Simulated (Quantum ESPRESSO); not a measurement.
## Ta under changes of volume

One of the cells (18.819 Å³/atom); the others are scaled copies at fixed shape and fractional positions:

```xyz
2
Lattice="2.9004 0.0000 0.0000 -1.4502 2.5118 0.0000 0.0000 0.0000 5.1663" Properties=species:S:1:pos:R:3 pbc="T T T"
Ta    0.0000    1.6745    1.2916
Ta    1.4502    0.8373    3.8747
```

This isn't the form of Ta at room conditions, which is bcc.

* Program: Quantum ESPRESSO 7.5
* Functional: LDA
* Potentials or basis: GBRV 1.5 LDA
* Cutoff: 762 eV
* Density cutoff: 6095 eV
* k mesh: 11 × 11 × 5
* Occupations: fermi-dirac, width 0.05 eV
* Spin: no spin polarisation

```tsv
volume (Å³/atom)	energy over the lowest point (meV/atom)	pressure (GPa)
17.689	0.00	-0.3
18.066	6.04	-4.6
18.442	?	?
18.819	45.92	-12.0
19.195	77.96	-15.1
19.571	116.99	-18.0
19.948	162.31	-20.5
```

What does the run at 18.442 Å³/atom give?

Energy over the lowest point 21.64 meV/atom; pressure -8.5 GPa.

Worked out: A Birch-Murnaghan fit of order 3 (a polynomial in V^(-2/3)) to the other rows has its minimum at 17.66 Å³/atom, just outside them, with B0 = V·E''(V) = 216 GPa and B' = 4.1 at fixed shape and positions, which overstates the stiffness. It gives 21.63 meV/atom at 18.442 Å³/atom, against the run's 21.64, and -dE/dV = -8.6 GPa, against -8.5.

Energies are extrapolated to zero smearing.
